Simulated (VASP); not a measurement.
# Na2S (Fm-3m) in VASP: a series of runs

The runs below take Na2S through single point, with PBE.

All numbers are computed with VASP 6.6.1; they aren't measurements. Logs are shortened: lines on timing, memory, paths and dates and some standing lists are left out, and cuts for length are marked.

### 1 The crystal as given

Symmetry: Fm-3m, No. 225, cubic system. The conventional cell has a = 6.547 Å, b = 6.547 Å, c = 6.547 Å, α = 90.00°, β = 90.00°, γ = 90.00°. Around S (site symmetry m-3m) lie 8 Na at 2.83 Å. Around Na (site symmetry -43m) lie 4 S at 2.83 Å.

### 2 Single point, PBE

Contents of INCAR:

```
SYSTEM = Na2S
PREC = Low
ENCUT = 520
EDIFF = 1E-6
ISMEAR = 0
SIGMA = 0.05
LREAL = .FALSE.
LASPH = .TRUE.
NELM = 100
ALGO = Normal
ISIF = 2
LWAVE = .FALSE.
LCHARG = .FALSE.
GGA = PE
NBANDS = 17
ADDGRID = .FALSE.
```

Contents of KPOINTS:

```
Automatic mesh
0
G
  9 9 9
  0 0 0
```

Contents of POSCAR:

```
Na2S
1.0
    0.0000000000      3.2735000000      3.2735000000
    3.2735000000      0.0000000000      3.2735000000
    3.2735000000      3.2735000000      0.0000000000
S Na
1 2
Direct
    0.0000000000      0.0000000000      0.0000000000
    0.7500000000      0.7500000000      0.7500000000
    0.2500000000      0.2500000000      0.2500000000
```

Potentials or basis: VASP PAW PBE potentials, release 64 (S, Na_pv).

Started as:

```bash
cat potpaw_PBE.64/S/POTCAR potpaw_PBE.64/Na_pv/POTCAR > POTCAR
mpirun -np 1 vasp_std > vasp.out
```

OUTCAR:

```text
SYSTEM = Na2S
   PREC = Low
   ENCUT = 520
   EDIFF = 1E-6
   ISMEAR = 0
   LREAL = .FALSE.
   LASPH = .TRUE.
   NELM = 100
   ISIF = 2
   GGA = PE

 Found     35 irreducible k-points:

 Following reciprocal coordinates:
            Coordinates               Weight
  0.000000  0.000000  0.000000      1.000000
  0.111111  0.000000  0.000000      8.000000
  0.222222  0.000000  0.000000      8.000000
  0.333333  0.000000  0.000000      8.000000
  0.444444  0.000000  0.000000      8.000000
  0.111111  0.111111  0.000000      6.000000
   k-points           NKPTS =     35   k-points in BZ     NKDIM =     35   number of bands    NBANDS=     17
   number of dos      NEDOS =    301   number of ions     NIONS =      3
   total plane-waves  NPLWV =  21952
   dimension x,y,z NGX =    28 NGY =   28 NGZ =   28
   dimension x,y,z NGXF=    28 NGYF=   28 NGZF=   28
   ions per type =               1   2
   NGX,Y,Z   is equivalent  to a cutoff of  10.05, 10.05, 10.05 a.u.
   NGXF,Y,Z  is equivalent  to a cutoff of  10.05, 10.05, 10.05 a.u.
 SYSTEM =  Na2S
   PREC   = low       normal or accurate (medium, high low for compatibility)
   ISTART =      0    job   : 0-new  1-cont  2-samecut
   ICHARG =      2    charge: 1-file 2-atom 10-const
   ISPIN  =      1    spin polarized calculation?
   LNONCOLLINEAR =      F non collinear calculations
   LSORBIT =      F    spin-orbit coupling
   LASPH  =      T    aspherical Exc in radial PAW
   ENCUT  =  520.0 eV  38.22 Ry    6.18 a.u.   8.61  8.61  8.61*2*pi/ulx,y,z
   NELM   =    100;   NELMIN=  2; NELMDL= -5     # of ELM steps
   EDIFF  = 0.1E-05   stopping-criterion for ELM
[... 8 lines left out ...]
   TEBEG  =    0.0;   TEEND  =   0.0 temperature during run
   PSTRESS=    0.0 pullay stress
   NELECT =      20.0000    total number of electrons
   NUPDOWN=      -1.0000    fix difference up-down
   EMIN   =  10.00;   EMAX   =-10.00  energy-range for DOS
[... 5 lines left out ...]
     AMIX     =   0.40;   BMIX     =  1.00
     AMIX_MAG =   1.60;   BMIX_MAG =  1.00
  volume/ion in A,a.u.               =      23.39       157.81
  Fermi-wavevector in a.u.,A,eV,Ry     =   1.077447  2.036079 15.794888  1.160892
  Thomas-Fermi vector in A             =   2.213359
   LORBIT       =      0    0 simple, 1 ext, 2 COOP (PROOUT), +10 PAW based schemes
   GGA     = PE    functional components
   LHFCALC =     F    Hartree Fock is set to
   AEXX    =    0.0000 exact exchange contribution
   IVDW    =     0    specifies the selected vdW correction
   LEPSILON=     F    determine dielectric tensor
   LRPA    =     F    only Hartree local field effects (RPA)
 non-spin polarized calculation
 Gauss-broadening in eV      SIGMA  =   0.05
  energy-cutoff  :      520.00
  volume of cell :       70.16
 maximum number of plane-waves:      1917
   NGX = 17   NGY = 17   NGZ = 17

 number of electron      19.9998320 magnetization

 Free energy of the ion-electron system (eV)
  ---------------------------------------------------
  ext. energy  EPLUGINS =         0.00000000
  ---------------------------------------------------
  free energy    TOTEN  =        -9.97852627 eV

  energy without entropy =       -9.97852627  energy(sigma->0) =       -9.97852627

 E-fermi :   0.4202     XC(G=0):  -7.8119

 val. band max:        0.1766500910   @ k =   0.0000   0.0000   0.0000
 cond. band min:       2.6535029640   @ k =   0.0000   0.0000   0.0000
 fundamental gap:      2.4768528730
 Fermi energy:         0.4202100194

 k-point     1 :       0.0000    0.0000    0.0000
  band No.  band energies     occupation
      1     -22.0718      2.00000
      2     -22.0706      2.00000
      3     -22.0706      2.00000
      4     -22.0187      2.00000
      5     -22.0175      2.00000
      6     -22.0175      2.00000
[... 9 lines left out ...]
     16       9.5272      0.00000
     17      11.3808      0.00000

 k-point     2 :       0.1111    0.0000    0.0000
  band No.  band energies     occupation
      1     -22.0704      2.00000
      2     -22.0695      2.00000
      3     -22.0691      2.00000
      4     -22.0205      2.00000
      5     -22.0198      2.00000
      6     -22.0192      2.00000
[... 9 lines left out ...]
     16       9.1949      0.00000
     17      11.0138      0.00000

 k-point     3 :       0.2222    0.0000    0.0000
  band No.  band energies     occupation
      1     -22.0668      2.00000
      2     -22.0657      2.00000
      3     -22.0648      2.00000
      4     -22.0268      2.00000
      5     -22.0250      2.00000
      6     -22.0241      2.00000
[... 9 lines left out ...]
     16       9.1789      0.00000
     17      10.5375      0.00000

 k-point     4 :       0.3333    0.0000    0.0000
  band No.  band energies     occupation
      1     -22.0617      2.00000
      2     -22.0590      2.00000
      3     -22.0580      2.00000
      4     -22.0358      2.00000
      5     -22.0324      2.00000
      6     -22.0314      2.00000
[... 9 lines left out ...]
     16       9.9297      0.00000
     17      10.5377      0.00000

 k-point     5 :       0.4444    0.0000    0.0000
  band No.  band energies     occupation
      1     -22.0551      2.00000
      2     -22.0506      2.00000
      3     -22.0496      2.00000
      4     -22.0450      2.00000
      5     -22.0412      2.00000
      6     -22.0402      2.00000
[... 9 lines left out ...]
     16      11.0777      0.00000
     17      11.1085      0.00000

 k-point     6 :       0.1111    0.1111    0.0000
  band No.  band energies     occupation
      1     -22.0727      2.00000
      2     -22.0719      2.00000
      3     -22.0632      2.00000
      4     -22.0272      2.00000
      5     -22.0174      2.00000
      6     -22.0167      2.00000
[... 9 lines left out ...]
     16       9.6895      0.00000
     17      11.6609      0.00000

 [... further k-points ...]
[... 5 lines left out ...]
  --------------------------------------------------------------------------------------
  -------------------------------------------------------------------------------------
  Total        0.1355138      0.1355138      0.1355138      0.0000000     -0.0000000     -0.0000000
  in kB        3.0947601      3.0947601      3.0947601      0.0000000     -0.0000000     -0.0000000
  external PRESSURE =       3.0947601 kB  Pullay stress =       0.0000000 kB

 VOLUME and BASIS-vectors are now :
 -----------------------------------------------------------------------------
  energy-cutoff  :      520.00
  volume of cell :       70.16
      direct lattice vectors                 reciprocal lattice vectors
     0.000000000  3.273500000  3.273500000    -0.152741714  0.152741714  0.152741714
     3.273500000  0.000000000  3.273500000     0.152741714 -0.152741714  0.152741714
     3.273500000  3.273500000  0.000000000     0.152741714  0.152741714 -0.152741714

 POSITION                                       TOTAL-FORCE (eV/Angst)
 -----------------------------------------------------------------------------------
      0.00000      0.00000      0.00000         0.000000      0.000000      0.000000
      4.91025      4.91025      4.91025        -0.000000     -0.000000     -0.000000
      1.63675      1.63675      1.63675         0.000000      0.000000      0.000000
 -----------------------------------------------------------------------------------
    total drift:                                0.000000      0.000000      0.000000

  FREE ENERGIE OF THE ION-ELECTRON SYSTEM (eV)
  ---------------------------------------------------
  free  energy   TOTEN  =        -9.9785262698 eV

  energy  without entropy=       -9.9785262698  energy(sigma->0) =       -9.97852627
```

It took 15 s on 1 thread of Intel Xeon Platinum 8488C (Sapphire Rapids), shared host; peak memory 0.14 GiB.

The run converged, but some of its settings lie outside the range that counts as converged, so its numbers aren't taken as properties of the crystal.

What came out:

* Free energy: -9.9785 eV
* Pressure: 0.3 GPa
* Band gap on the k mesh: 2.48 eV, direct

Caveat: an odd mesh through Γ misses points on the zone boundary, where band edges often lie.

### 3 Single point, PBE

Changes to INCAR since step 2:

```diff
@@ -1,3 +1,3 @@
 SYSTEM = Na2S
-PREC = Low
+PREC = Normal
 ENCUT = 520
```

KPOINTS is that of step 2.

POSCAR is that of step 2.

Potentials or basis: VASP PAW PBE potentials, release 64 (S, Na_pv).

Started as:

```bash
cat potpaw_PBE.64/S/POTCAR potpaw_PBE.64/Na_pv/POTCAR > POTCAR
mpirun -np 1 vasp_std > vasp.out
```

Wall time 14 s (1 thread of Intel Xeon Platinum 8488C (Sapphire Rapids), shared host); peak memory 0.16 GiB.

The run converged, but some of its settings lie outside the range that counts as converged, so its numbers aren't taken as properties of the crystal.

What came out:

| Quantity | Value |
| --- | --- |
| Free energy | -9.9756 eV |
| Pressure | 0.3 GPa |
| Band gap on the k mesh | 2.48 eV, direct |

Caveat: an odd mesh through Γ misses points on the zone boundary, where band edges often lie.

### 4 Single point, PBE

Changes to INCAR since step 3:

```diff
@@ -1,3 +1,3 @@
 SYSTEM = Na2S
-PREC = Normal
+PREC = Accurate
 ENCUT = 520
@@ -6,3 +6,3 @@
 SIGMA = 0.05
-LREAL = .FALSE.
+LREAL = Auto
 LASPH = .TRUE.
```

KPOINTS is that of step 3.

POSCAR is that of step 3.

Started as:

```bash
cat potpaw_PBE.64/S/POTCAR potpaw_PBE.64/Na_pv/POTCAR > POTCAR
mpirun -np 1 vasp_std > vasp.out
```

Wall time 36 s (1 thread of Intel Xeon Platinum 8488C (Sapphire Rapids), shared host); peak memory 0.2 GiB.

The run converged, but some of its settings lie outside the range that counts as converged, so its numbers aren't taken as properties of the crystal.

Results:

```
Free energy            : -9.9760 eV
Pressure               : 0.3 GPa
Band gap on the k mesh : 2.48 eV, direct
```

Caveat: an odd mesh through Γ misses points on the zone boundary, where band edges often lie.

### 5 Single point, PBE

Changes to INCAR since step 4:

```diff
@@ -3,6 +3,6 @@
 ENCUT = 520
-EDIFF = 1E-6
+EDIFF = 1E-4
 ISMEAR = 0
 SIGMA = 0.05
-LREAL = Auto
+LREAL = .FALSE.
 LASPH = .TRUE.
```

KPOINTS is that of step 4.

POSCAR is that of step 4.

Started as:

```bash
cat potpaw_PBE.64/S/POTCAR potpaw_PBE.64/Na_pv/POTCAR > POTCAR
mpirun -np 1 vasp_std > vasp.out
```

Run time: 20 s. Hardware: 1 thread of Intel Xeon Platinum 8488C (Sapphire Rapids), shared host; peak memory 0.2 GiB.

These settings aren't checked as converged: the numbers below hold their error.

What came out:

```
Free energy            : -9.9755 eV
Pressure               : 0.5 GPa
Band gap on the k mesh : 2.48 eV, direct
```

Caveat: an odd mesh through Γ misses points on the zone boundary, where band edges often lie.

### 6 The reference run

An earlier run on the cell as given: functional PBE; potentials or basis VASP PAW PBE potentials, release 64 (S, Na_pv); cutoff 520 eV; k mesh 7 × 7 × 7; occupations fermi-dirac, width 0.05 eV; no spin polarisation.

* Pressure: 0.3 GPa
* Band gap on the k mesh: 2.48 eV, direct
